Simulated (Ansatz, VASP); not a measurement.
**One calculation of NbAs, two programs**

Contents of INCAR:

```
PREC     = Accurate       # precision mode
ENCUT    = 520            # plane-wave cutoff, eV
EDIFF    = 1E-8           # SCF threshold, eV
ISMEAR   = -1             # smearing method
SIGMA    = 0.05           # smearing width, eV
LREAL    = False          # projectors in reciprocal space
LASPH    = True           # aspherical terms in the spheres
NELM     = 100            # most SCF steps
ALGO     = Normal         # electronic algorithm
ISIF     = 2              # what is computed and relaxed
LWAVE    = False          # write WAVECAR
LCHARG   = False          # write CHGCAR
GGA      = PE             # functional
LEFG     = True         
NBANDS   = 16             # bands
```

KPOINTS

```
regular mesh
0
Gamma
  11 11 11
```

POSCAR

```
NbAs
1.0
    0.0000000000      2.6376010551      2.6376010551
    2.6376010551      0.0000000000      2.6376010551
    2.6376010551      2.6376010551      0.0000000000
Nb As
1 1
Direct
    0.0000000000      0.0000000000      0.0000000000
    0.5000000000      0.5000000000      0.5000000000
```

Input for Ansatz:

```yaml
crystal:
  lattice:
    - [0.0, 2.6376010551, 2.6376010551]
    - [2.6376010551, 0.0, 2.6376010551]
    - [2.6376010551, 2.6376010551, 0.0]
  atoms:
    - { symbol: Nb, position: [0.0, 0.0, 0.0] }
    - { symbol: As, position: [0.5, 0.5, 0.5] }
kpoints:
  mp_grid: { grid: [11, 11, 11] }
  band_path:
    path:
      - [0.0, 0.0, 0.0]
      - [0.5, 0.0, 0.5]
      - [0.625, 0.25, 0.625]
      - [0.375, 0.375, 0.75]
      - [0.0, 0.0, 0.0]
      - [0.5, 0.5, 0.5]
      - [0.5, 0.25, 0.75]
      - [0.5, 0.0, 0.5]
    npoints: 14
scf:
  occupations: { method: fermi_dirac, width: 0.05 }
hamiltonian:
  xc: pbe
  pseudopotentials: { kind: paw }
output:
  forces: true
  stress: true
  eigenvalues: true
  efg: { contact_densities: true }
  populations: true
  bader: true
  dos: { projected: true, de: 0.2, e_range: [-14, 8] }
  write_density: true
  write_potential: true
  elf: true
  volumetric_format: npy
```

Alike in both runs: task electric field gradients; functional PBE; k mesh 11 × 11 × 11; occupations fermi-dirac, width 0.05 eV; no spin polarisation.

|  | VASP | Ansatz |
| --- | --- | --- |
| version | VASP 6.6.1 | Ansatz 0.2.0 |
| potentials or method | VASP PAW PBE potentials, release 64 (Nb_sv, As) | PAW with Ansatz's default frozen-core files, scalar-relativistic |
| plane-wave cutoff (eV) | 520 | 420 |
| valence electrons in the cell | 18 | 28 |

```csv
,VASP,Ansatz,Ansatz less VASP
pressure (GPa),0.0,0.0,-0.04
Vzz of the field gradient on the site that differs most (V/Å²),0.0,0.0,0.00
```

The two sets of potentials don't hold the same shells in valence. Ansatz warned: «gradients_without_spin_orbit».
